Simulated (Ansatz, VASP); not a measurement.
## One calculation of Ti, two programs

Contents of INCAR:

```
PREC = Accurate ; ENCUT = 520
EDIFF = 1E-8 ; ISMEAR = -1
SIGMA = 0.05 ; LREAL = F
LASPH = T ; NELM = 60
ALGO = Normal ; ISIF = 2
LWAVE = F ; LCHARG = F
LEFG = T ; NBANDS = 12
```

File KPOINTS:

```
Automatic mesh
0
Gamma
  15 15 15
```

Contents of POSCAR:

```
Ti
1.0
    0.0203000000      2.0401500000      2.0401500000
    2.0401500000      0.0203000000      2.0401500000
    2.0401500000      2.0401500000      0.0203000000
Ti
1
Direct
    0.0000000000      0.0000000000      0.0000000000
```

Input for Ansatz:

```yaml
crystal:
  lattice:
    - [0.0203, 2.04015, 2.04015]
    - [2.04015, 0.0203, 2.04015]
    - [2.04015, 2.04015, 0.0203]
  atoms:
    - { symbol: Ti, position: [0.0, 0.0, 0.0] }
kpoints:
  mp_grid: { grid: [15, 15, 15] }
scf:
  occupations: { method: fermi_dirac, width: 0.05 }
hamiltonian:
  xc: lda
  pseudopotentials: { kind: all_electron, datasets: crystal }
output:
  forces: true
  stress: true
  eigenvalues: true
  efg: { contact_densities: true }
```

Change from the starting cell: equal xy, yz and zx shear strains of +1 %, crystal datasets.

Alike in both runs: task electric field gradients; functional LDA; k mesh 15 × 15 × 15; occupations fermi-dirac, width 0.05 eV; no spin polarisation.

```csv
,VASP,Ansatz
version,VASP 6.6.1,Ansatz 0.2.0
potentials or method,"VASP PAW LDA potentials, release 64 (Ti_sv)","all-electron PAW with datasets made for the crystal, scalar-relativistic"
plane-wave cutoff (eV),520,see its input
```

Ansatz gave:

| Property | Result |
| --- | --- |
| pressure (GPa) | -4.8 |
| largest component of the traceless stress (GPa) | 0.49 |
| Vzz of the field gradient on the site that differs most (V/Å²) | -4.5 |

Problem. What did VASP give for the same quantities?

Solution. Pressure (GPa): -4.9; largest component of the traceless stress (GPa): 0.48; Vzz of the field gradient on the site that differs most (V/Å²): -4.6.

Ansatz ran all-electron here, so the differences hold the error of VASP's frozen core and of both bases.
